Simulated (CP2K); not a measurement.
Al2Cu (Khatyrkite) under changes of volume

One of the cells (14.960 Å³/atom); the others are scaled copies at fixed shape and fractional positions:

```
CELL_PARAMETERS angstrom
4.93463 0.00000 0.00000
-2.52460 4.23992 0.00000
-1.20501 -2.11996 4.29002
ATOMIC_POSITIONS crystal
Cu 0.25000 0.25000 0.00000
Cu 0.75000 0.75000 0.00000
Al 0.34190 0.15810 0.50000
Al 0.84190 0.34190 0.18380
Al 0.65810 0.84190 0.50000
Al 0.15810 0.65810 0.81620
```

| Property | Result |
| --- | --- |
| Program | CP2K 2026.2 |
| Functional | PBEsol |
| Potentials or basis | POTENTIAL_UZH Cu GTH-PBE-q11, Al GTH-PBE-q3; TZVP-MOLOPT-PBE-GTH basis |
| Density cutoff | 6123 eV |
| k mesh | 7 × 7 × 7 |
| Occupations | fermi-dirac, width 0.05 eV |
| Spin | no spin polarisation |

```csv
volume (Å³/atom),energy over the lowest point (meV/atom),pressure (GPa),largest force (eV/Å)
14.062,9.75,5.2,0.017
14.361,2.55,2.6,0.031
14.660,0.00,0.2,0.045
14.960,?,?,?
15.259,6.96,-3.8,0.067
15.558,15.65,-5.5,0.077
15.857,26.52,-6.9,0.085
```

Q: What does the run at 14.960 Å³/atom give?

A: Energy over the lowest point 1.61 meV/atom; pressure -1.9 GPa; largest force 0.056 eV/Å.

Worked out: A Birch-Murnaghan fit of order 3 (a polynomial in V^(-2/3)) to the other rows has its minimum at 14.68 Å³/atom with B0 = V·E''(V) = 109 GPa and B' = 6.2 at fixed shape and positions, which overstates the stiffness. It gives 1.75 meV/atom at 14.960 Å³/atom, against the run's 1.61, and -dE/dV = -1.9 GPa, against -1.9.

Energies are extrapolated to zero smearing.

Caveats: the potentials were made for another functional, which shifts forces and pressure; the basis of atomic orbitals isn't converged, which shifts pressures, moduli and gaps.
